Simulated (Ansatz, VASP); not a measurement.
# AlN: VASP beside Ansatz

```
CELL_PARAMETERS angstrom
0.00000 2.01679 2.01679
2.01679 0.00000 2.01679
2.01679 2.01679 0.00000
ATOMIC_POSITIONS crystal
Al 0.00000 0.00000 0.00000
N 0.50000 0.50000 0.50000
```

Change from the starting cell: volume scaled by 1.06.

Alike in both runs: task single point; functional PBE; k mesh 10 × 10 × 10; occupations fermi-dirac, width 0.02 eV; no spin polarisation.

```csv
,VASP,Ansatz
version,VASP 6.6.1,Ansatz 0.2.0
potentials or method,"VASP PAW PBE potentials, release 64 (Al, N), cutoff 520 eV","all-electron LAPW, scalar-relativistic"
```

|  | VASP | Ansatz | Ansatz less VASP |
| --- | --- | --- | --- |
| gap on the k mesh at the Fermi level (eV) | 4.68 | 4.69 | +0.016 |
| pressure (GPa) | 7.0 | 7.3 | +0.32 |

Ansatz ran all-electron here, so the differences hold the error of VASP's frozen core and of both bases.

A k mesh can miss the band edges.
